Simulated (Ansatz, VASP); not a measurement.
**Cross-check of CdF2 (1T-CdF2, 1 layer) between VASP and Ansatz**

Wanted: the spread between two codes on one cell, functional and k mesh. The structure shown is the start of the Ansatz relaxation below; VASP solves that cell, so the two are compared at the walk's first step.

Main program and level: Ansatz 0.2.0; plane waves, with VASP 6.6.1 beside it; single point at PBE.

### Step 1. The structure

The cell holds 3 atoms: 2 F and 1 Cd. Cell: a = 2.723 Å, b = 2.723 Å, c = 17.334 Å, α = 90.0°, β = 90.0°, γ = 120.0°. Vacuum lies along c.

### Step 2. Ansatz: relaxation, PBE

Ansatz runs on its default PAW (the set named soft_2) files.

The two programs are compared at the cell with which this relaxation starts, whose forces are those of its first step.

The input, input.yaml:

```yaml
crystal:
  lattice:
    - [2.723288, 0.0, 0.0]
    - [-1.361644, 2.3584365898, 0.0]
    - [0.0, 0.0, 17.3338078953]
  atoms:
    - { symbol: F, position: [0.6666666667, 0.3333333333, 0.4326804615] }
    - { symbol: Cd, position: [0.0, 0.0, 0.5] }
    - { symbol: F, position: [0.3333333333, 0.6666666667, 0.5673195385] }
kpoints:
  mp_grid: { grid: [12, 12, 1] }
hamiltonian:
  xc: pbe
scf:
  occupations: { method: fermi_dirac, width: 0.05 }
  convergence: { dr2_threshold: 1.0e-08 }
efield:
  axis: 3
  dipole_correction: true
  ramp_position: 0.97
  ramp_width: 0.04
relax:
  f_tol: 0.01
  cell: { fix: [c, alpha, beta] }
output:
  write_potential: true
  write_density: true
  volumetric_format: npy
```

Started as:

```console
> ansatz run input.yaml --threads 4 --pin off --max-ram 8192MiB --backend cpu --events-out ev --progress --plain --runs-dir out
```

Numbers of over 12 decimals in the logs are rounded to 6 here.

The program printed:

```text
Warning: relax.cell: scf.convergence.dr2_threshold = 1e-8 eV is looser than the 3e-10 eV advised for a relaxation that steers and ends on the stress (1e-10 eV for each atom of the cell: 3). What an SCF threshold leaves in a stress goes as its square root, and in the free energy as the threshold itself, and one threshold admits the most on a small cell: [figures from the program's tests cut] Set scf.convergence.dr2_threshold to 3e-10 eV or tighter. The threshold is an SCF's pass mark: one that does not reach it within its budget of iterations ends unconverged, or closes short of it on a stop that the run arms, and scf.convergence.dr2_threshold's page says what that costs each kind of run
Engine: ansatz 0.2.0, aarch64-unknown-linux-gnu
Pseudopotentials: kind: paw
Pseudopotential: F, paw, valence charge 7, recommended cutoff 420 eV (normal), F.paw.azcp
Pseudopotential: Cd, paw, valence charge 20, recommended cutoff 420 eV (normal), Cd.paw.azcp
Functional definition: PBE
  parameter kappa = 0.804
  parameter beta = 0.066725
  exchange = pbe_x(kappa = kappa, mu = beta*pi^2/3)
  correlation = pbe_c(beta = beta)
Crystal: 3 atoms, lattice volume = 111.330 Å³
Basis set: ecut = 420 eV, 2187 PW (Γ), exchange–correlation on 40×40×240 points (8 copies of the dense FFT grid, shifted against one another)
Bands: 21, of which v1, the nominal top of the filled ones, is band 17 counted from 1 (16 counted from 0)
Symmetry: 6 space group operations
k-points: 19 of 144 (time reversal used)
Non-local potential: F, projectors of the file, l = 0: 2, l = 1: 2, l = 2: 1
Non-local potential: Cd, projectors of the file, l = 0: 3, l = 1: 2, l = 2: 2, l = 3: 1
PAW form: soft (Blöchl's): semilocal exchange-correlation on the pseudo side does not see the compensation charge
PAW one-centre angular grid: F, 110 points (default); XC on 64 Gauss nodes
PAW one-centre angular grid: Cd, 590 points (default); XC on 64 Gauss nodes
Initial density: superposition of atomic densities (neutral atoms: chi_scale 0, normalization atom), corrected by the library's trained network
Initial wavefunctions: pseudopotential atomic-orbital guess
Functional: x = pbe(κ = 0.804, μ = 0.219515), c = pbe(β = 0.066725)
SCF iter   1: F=—  HF=-9867.057180 eV  |F-HF|=—  |Δ(HF+E_count)|=         —  Δρ=5.01e-3  dr2=3.30e-2  ethr=1.77e-3  p=-0.000 e·Å  D=-1.34e-4 V/Å  ΔV_dip=0.00 eV  dr2_dipole=4.34e-12  V_vac-E_F(+/−)=5.11/5.11 eV  ⟨swp⟩=8.2  Hψ=2357  notcnv=0
efield: sawtooth ramp at fractional position 0.9700 (set: `efield.ramp_position`, or a place that a band, a saddle search or an elastic batch's reference lends), width 0.0400; the density the first Hamiltonian is built on has a dipole p = -0.000 e·Å; the dipole correction subtracts the counter field D = -1.34e-4 V/Å, which shifts the + side's vacuum level by +0.00 eV against the − side's; the planar-averaged density in the ramp window peaks in size at 5.4e-5 e/Å³
preconditioner: auto → none  [insulator: Δε(μ)=4.391 eV  Ē_g=17.723 eV  σ=0.050 eV  W_gap=1.00  n_scr=12 (ndim 8)  ℏωp=17.9 eV  f_vac=0.724  D(μ)=0.00/eV (n_scr^D=0)  ε∞_Penn≈2.0]
SCF iter   2: F=—  HF=-9867.046666 eV  |F-HF|=—  |Δ(HF+E_count)|=   1.05e-2  Δρ=3.14e-3  dr2=8.08e-3  ethr=9.70e-5  p=-0.000 e·Å  D=-1.36e-4 V/Å  ΔV_dip=0.00 eV  dr2_dipole=3.24e-8  V_vac-E_F(+/−)=5.64/5.64 eV  ⟨swp⟩=3.3  Hψ=933  notcnv=0
SCF iter   3: F=—  HF=-9867.044244 eV  |F-HF|=—  |Δ(HF+E_count)|=   2.42e-3  Δρ=8.02e-4  dr2=1.16e-3  ethr=2.38e-5  p=-0.000 e·Å  D=-1.86e-5 V/Å  ΔV_dip=0.00 eV  dr2_dipole=4.86e-10  V_vac-E_F(+/−)=5.77/5.77 eV  ⟨swp⟩=3.1  Hψ=819  notcnv=0
SCF iter   4: F=—  HF=-9867.044042 eV  |F-HF|=—  |Δ(HF+E_count)|=   2.02e-4  Δρ=2.56e-4  dr2=9.07e-5  ethr=3.41e-6  p=-0.000 e·Å  D=-5.65e-5 V/Å  ΔV_dip=0.00 eV  dr2_dipole=1.66e-8  V_vac-E_F(+/−)=5.96/5.96 eV  ⟨swp⟩=3.6  Hψ=753  notcnv=0
SCF iter   5: F=—  HF=-9867.044251 eV  |F-HF|=—  |Δ(HF+E_count)|=   2.09e-4  Δρ=5.87e-5  dr2=3.85e-6  ethr=2.67e-7  p=0.000 e·Å  D=5.75e-5 V/Å  ΔV_dip=-0.00 eV  dr2_dipole=1.11e-8  V_vac-E_F(+/−)=6.03/6.03 eV  ⟨swp⟩=3.2  Hψ=729  notcnv=0
SCF iter   6: F=—  HF=-9867.044267 eV  |F-HF|=—  |Δ(HF+E_count)|=   1.61e-5  Δρ=2.88e-5  dr2=9.00e-7  ethr=1.13e-8  p=-0.000 e·Å  D=-1.29e-4 V/Å  ΔV_dip=0.00 eV  dr2_dipole=8.94e-8  V_vac-E_F(+/−)=6.04/6.03 eV  ⟨swp⟩=3.0  Hψ=875  notcnv=0
SCF iter   7: F=—  HF=-9867.044267 eV  |F-HF|=—  |Δ(HF+E_count)|=   1.91e-7  Δρ=1.12e-5  dr2=1.01e-7  ethr=2.65e-9  p=0.000 e·Å  D=3.67e-5 V/Å  ΔV_dip=-0.00 eV  dr2_dipole=5.82e-9  V_vac-E_F(+/−)=6.04/6.04 eV  ⟨swp⟩=2.8  Hψ=781  notcnv=0
[...]
efield: sawtooth ramp at fractional position 0.9700 (set: `efield.ramp_position`, or a place that a band, a saddle search or an elastic batch's reference lends), width 0.0400; the density the first Hamiltonian is built on has a dipole p = -0.000 e·Å; the dipole correction subtracts the counter field D = -1.34e-6 V/Å, which shifts the + side's vacuum level by +0.00 eV against the − side's; the planar-averaged density in the ramp window peaks in size at 9.6e-8 e/Å³
eigensolver tolerance schedule: the retry pair's looser diagonalisation over-reported the residual by 1416.07 of it (diagonalisation noise at 0.23 of the residual, at the tolerance the schedule requests for it); recorded, not acted on — ethr = c·dr2/N_el stays at c = 1.0e-1
preconditioner: auto → none  [insulator: Δε(μ)=3.871 eV  Ē_g=14.532 eV  σ=0.050 eV  W_gap=1.00  n_scr=16 (ndim 8)  ℏωp=13.8 eV  f_vac=0.754  D(μ)=0.00/eV (n_scr^D=0)  ε∞_Penn≈1.9]
SCF iter   2: F=—  HF=-9871.956292 eV  |F-HF|=—  |Δ(HF+E_count)|=   6.40e-5  Δρ=8.27e-6  dr2=4.39e-8  ethr=2.84e-10  p=0.000 e·Å  D=7.99e-6 V/Å  ΔV_dip=-0.00 eV  dr2_dipole=1.94e-10  V_vac-E_F(+/−)=6.77/6.77 eV  ⟨swp⟩=3.3  Hψ=863  notcnv=0
SCF iter   3: F=—  HF=-9871.956300 eV  |F-HF|=—  |Δ(HF+E_count)|=   7.63e-6  Δρ=5.04e-6  dr2=1.21e-8  ethr=1.29e-10  p=-0.000 e·Å  D=-1.28e-6 V/Å  ΔV_dip=0.00 eV  dr2_dipole=1.83e-10  V_vac-E_F(+/−)=6.77/6.77 eV  ⟨swp⟩=2.4  Hψ=642  notcnv=0
iter 4 met the thresholds in force, and the SCF goes on: an eigenvalue changes by 5.42 meV, over its tolerance of 3.16 meV (output.eigenvalues, Limitations)
SCF iter   4: F=-9871.956305 eV  HF=-9871.956304 eV  |F-HF|=3.27e-7  |Δ(HF+E_count)|=   4.68e-6  Δρ=1.05e-6  dr2=1.51e-9  ethr=2.94e-11  p=0.000 e·Å  D=5.90e-6 V/Å  ΔV_dip=-0.00 eV  dr2_dipole=5.99e-11  V_vac-E_F(+/−)=6.77/6.77 eV  ⟨swp⟩=13.2  Hψ=2923  notcnv=0
iter 5 met the thresholds in force, and the SCF goes on: an eigenvalue changes by 6.90 meV, over its tolerance of 3.16 meV (output.eigenvalues, Limitations)
SCF iter   5: F=-9871.956305 eV  HF=-9871.956304 eV  |F-HF|=1.62e-7  |Δ(HF+E_count)|=   1.66e-7  Δρ=3.94e-7  dr2=8.16e-11  ethr=4.44e-12  p=0.000 e·Å  D=3.10e-6 V/Å  ΔV_dip=-0.00 eV  dr2_dipole=3.54e-13  V_vac-E_F(+/−)=6.77/6.77 eV  ⟨swp⟩=6.7  Hψ=2420  notcnv=0
Mixer restart at iter 5: flushing history
SCF iter   6: F=-9871.956305 eV  HF=-9871.956305 eV  |F-HF|=1.02e-10  |Δ(HF+E_count)|=   1.62e-7  Δρ=2.37e-7  dr2=8.60e-11  ethr=1.00e-12  p=0.000 e·Å  D=3.92e-6 V/Å  ΔV_dip=-0.00 eV  dr2_dipole=3.25e-12  V_vac-E_F(+/−)=6.77/6.77 eV  ⟨swp⟩=6.3  Hψ=2284  notcnv=0
SCF 19 converged in 6 iterations: F = -9871.956305 eV  dr2 = 8.60e-11
relax step  19: F+E_penalty+E_count = -9871.95630452 eV  Δ(F+E_penalty+E_count) = -5.156e-4 eV  max|allowed force component| = 3.762e-4 eV/Å  Δτ_max = 0.0000 Å  P = +0.003 GPa  Ω = 189.486 Å³  fix = [c, alpha, beta]  reactions: c +0.000 GPa  stress off target by 3.96e-3 GPa on what of the cell is left free  SCF on the basis re-selected at this cell (its energy is not comparable with the rows above)  (6 SCF iters)
basis re-selected at this cell: Δ(F+E_penalty+E_count) = -5.156e-4 eV, ΔP = +0.001 GPa vs the last step (what re-selecting the basis moved, of the pressure what is left beyond the Pulay correction that the steps carried, after the strain that the cell walked since its last selection, with what the two solves' SCF thresholds leave and, on support functions, any second-order correction that the steps lacked; it is no m [...]
WARN: The output density's exchange-correlation potential varies sharply where the density is thin. Do not read a vacuum level from v_tot or v_xc, or from such a field of the output density. On a cell that repeats whose density bears no net charge and no dipole along the vacuum's axis use v_es (v_loc + v_h of the components); under efield.dipole_correction with no amplitude use v_es + v_field, which holds any externa [...]
SCF converged after 6 iterations
an eigenvalue changed by more than its tolerance at an iteration that met the thresholds in force, so the SCF went on 2 times, its first undamped step at iteration 5: the last check found none over its tolerance
Free energy (F): -9871.956305 eV
Harris-Foulkes:  -9871.956305 eV  (|F-HF|=1.02e-10)
Internal energy: -9871.956305 eV  (E = F + TS)
E sigma→0 (E₀):  -9871.956305 eV
Fermi energy:    -3.644574 eV
Dipole field:    D = 0.000001 V/Å  (p = 0.000002 e·Å, saw-weighted, corrected)
Work function:   Φ+ = 6.7713 eV   Φ− = 6.7714 eV
Levels:          The Fermi level and band energies are counted from a zero that moves with the ramp; work functions are not
--- Per-component energies (eV) ---
  E_band       = -888.396607
  E_kinetic    = 916.372924
  E_local      = -24024.752333  (includes V_loc(G=0)·N_el)
  E_nonlocal   = 183.624834
  E_hartree    = 11568.603614
  E_xc         = -334.587954
  E_vxc        = -423.767546  (∫ρ·V_xc dr)
  E_paw        = -4487.240931  (= ΣΔE_a)
  E_vpaw       = -677.085552  (= ΣTr[D̂ρ^β])
  E_aug_tail   = 0.004129  (compensation charges beyond the density's cutoff)
  E_efield     = 0.000000  (sawtooth field / dipole correction)
  E_vefield    = -0.000008  (∫n·V_field dr)
  E_ewald      = 6306.019412
  E_smearing   = -0.000000  (= −TS)
  E_closure    = -0.000000  (closes the sum)
  Σ components = -9871.956305   (vs F -9871.956305, Δ=0.00e0)
--- Forces (eV/Å), atoms counted from 1 ---
  atom   1  F     -0.00000000     0.00000000    -0.00033398
  atom   2  Cd     0.00000000     0.00000000    -0.00004399
  atom   3  F      0.00000000    -0.00000000     0.00037533
  max |Σ_I F_I| component: 2.64e-6 eV/Å
--- Stress (GPa, compression-positive) ---
        0.003964       0.000000       0.000000
        0.000000       0.003964       0.000000
        0.000000       0.000000       0.000102
  P = ⅓ Tr σ = 0.0027 GPa (0.027 kbar)
--- Band table (eV; the first three rows and the last of 19) ---
  k-point 0: bands = [... 13 lower, -6.8154, -6.4672, -5.6656, -5.6656, -1.7945, 1.6026, 2.9546, 3.6890]
  k-point 1: bands = [... 13 lower, -6.7872, -6.4382, -5.7583, -5.6811, -1.6001, 1.7372, 3.0590, 3.8095]
  k-point 2: bands = [... 13 lower, -6.8306, -6.3658, -5.9860, -5.7105, -1.0693, 2.1146, 3.3701, 4.1644]
  k-point 18: bands = [... 13 lower, -7.3971, -7.1196, -5.9216, -5.9216, 2.1318, 5.2182, 5.4309, 5.4309]
--- Relaxed structure (15 steps of the walk, 15 accepted, 4 SCFs on fresh bases) ---
  F+E_penalty+E_count = -9871.95630452 eV   max|allowed force component| = 3.762e-4 eV/Å   (the final SCF, on the basis selected at the relaxed cell)
  cell:  # Å, volume = 189.4862 Å³
    - [3.552847, 0, 0]
    - [-1.776423, 3.076856, 0]
    - [0, 0, 17.3338078953]
  atoms:
    - { symbol: F, position: [0.666667, 0.333333, 0.442630] }
    - { symbol: Cd, position: [0, 0, 0.500000] }
    - { symbol: F, position: [0.333333, 0.666667, 0.557370] }
```

In the SCF lines HF is the Harris–Foulkes energy and dr2 the Hartree energy of the density residual, in eV; the loop may stop once dr2 is under the threshold and the program's other checks hold. Hψ counts applications of the Hamiltonian.

### Step 3. VASP: single point, PBE, start cell

The same cell, functional, mesh and smearing now go to VASP, with its own data sets.

Lines of VASP's logs that name or quote its potential files are left out, and so is its time.

The input, INCAR:

```
SYSTEM = CdF2
PREC = Accurate
ENCUT = 520
EDIFF = 1E-06
NELM = 120
ISMEAR = -1
SIGMA = 0.05
LREAL = .FALSE.
ALGO = Normal
GGA = PE
NBANDS = 19
LORBIT = 11
LWAVE = .FALSE.
LCHARG = .FALSE.
ISIF = 2
LDIPOL = .TRUE.
IDIPOL = 3
DIPOL = 0.5 0.5 0.5
LVHAR = .TRUE.
LASPH = .TRUE.
GGA_COMPAT = .FALSE.
EFERMI = MIDGAP
NELMDL = -8
```

The input, POSCAR:

```
CdF2
1.0
    2.7232880000      0.0000000000      0.0000000000
   -1.3616440000      2.3584370000      0.0000000000
    0.0000000000      0.0000000000     17.3338080000
F Cd
2 1
Direct
    0.6666667373      0.3333334747      0.4326804589
    0.3333332627      0.6666665253      0.5673195411
    0.0000000000      0.0000000000      0.5000000000
```

The input, KPOINTS:

```
Automatic mesh
0
Gamma
12 12 1
0 0 0
```

PAW data sets: F and Cd (PBE family, release 64).

Started as:

```console
> mpirun -np 1 vasp_std
```

The program printed:

```text
[banner, memory and clock lines left out]
running    1 mpi-ranks, on    1 nodes
 distrk:  each k-point on    1 cores,    1 groups
 distr:  one band on    1 cores,    1 groups

 POSCAR found type information on POSCAR F Cd
 POSCAR found :  2 types and       3 ions
 LDA part: xc-table for (Slater+PW92), standard interpolation
 POSCAR, INCAR and KPOINTS ok, starting setup
 FFT: planning ... GRIDC
 FFT: planning ... GRID_SOFT
 FFT: planning ... GRID
 WAVECAR not read
 entering main loop
       N       E                     dE             d eps       ncg     rms          rms(c)
DAV:   1     0.248273659707E+03    0.24827E+03   -0.13056E+04   730   0.117E+03
DAV:   2     0.110352565064E+02   -0.23724E+03   -0.22531E+03   870   0.332E+02
DAV:   3    -0.702820571689E+01   -0.18063E+02   -0.17994E+02   869   0.100E+02
DAV:   4    -0.720733116087E+01   -0.17913E+00   -0.17909E+00   832   0.108E+01
DAV:   5    -0.720853814371E+01   -0.12070E-02   -0.12069E-02   828   0.818E-01
DAV:   6    -0.720855009031E+01   -0.11947E-04   -0.11947E-04   890   0.802E-02
DAV:   7    -0.720855021760E+01   -0.12729E-06   -0.12730E-06   780   0.734E-03
DAV:   8    -0.720855022030E+01   -0.27048E-08   -0.26536E-08   624   0.106E-03    0.313E+01
DAV:   9    -0.538420501923E+01    0.18243E+01   -0.56838E+00   963   0.369E+01    0.231E+01
DAV:  10    -0.542497735149E+01   -0.40772E-01   -0.15770E+00   778   0.123E+01    0.282E+00
DAV:  11    -0.538673804608E+01    0.38239E-01   -0.16060E-01   817   0.362E+00    0.558E-01
DAV:  12    -0.538584266151E+01    0.89538E-03   -0.15919E-02   859   0.252E+00    0.591E-01
DAV:  13    -0.538620527404E+01   -0.36261E-03   -0.12269E-03   825   0.380E-01    0.420E-01
DAV:  14    -0.538632917666E+01   -0.12390E-03   -0.13091E-04   808   0.106E-01    0.461E-02
DAV:  15    -0.538648485265E+01   -0.15568E-03   -0.76104E-05   826   0.613E-02    0.319E-02
DAV:  16    -0.538659733339E+01   -0.11248E-03   -0.22816E-05   819   0.486E-02    0.879E-03
DAV:  17    -0.538668608592E+01   -0.88753E-04   -0.34323E-05   796   0.358E-02    0.801E-03
DAV:  18    -0.538669158782E+01   -0.55019E-05   -0.29790E-06   681   0.188E-02    0.400E-03
DAV:  19    -0.538669118395E+01    0.40387E-06   -0.75255E-07   659   0.685E-03
   1 F= -.53866912E+01 E0= -.53866912E+01  d E =-.562585E-20
```

(Continued in part 2 of 2.)

[Lines on the potential files, build, host, timing and source positions are cut from VASP's logs without a mark.]

[Logs are printed without paths, hosts, clocks, repeated set-up lines and the standing remarks that a program may print on its own settings, such as how far it seeks lower states.]

[Hosts, paths, dates, database ids (printed as entryN), source tags and the programs' standing remarks are cut or masked in the printed files.]
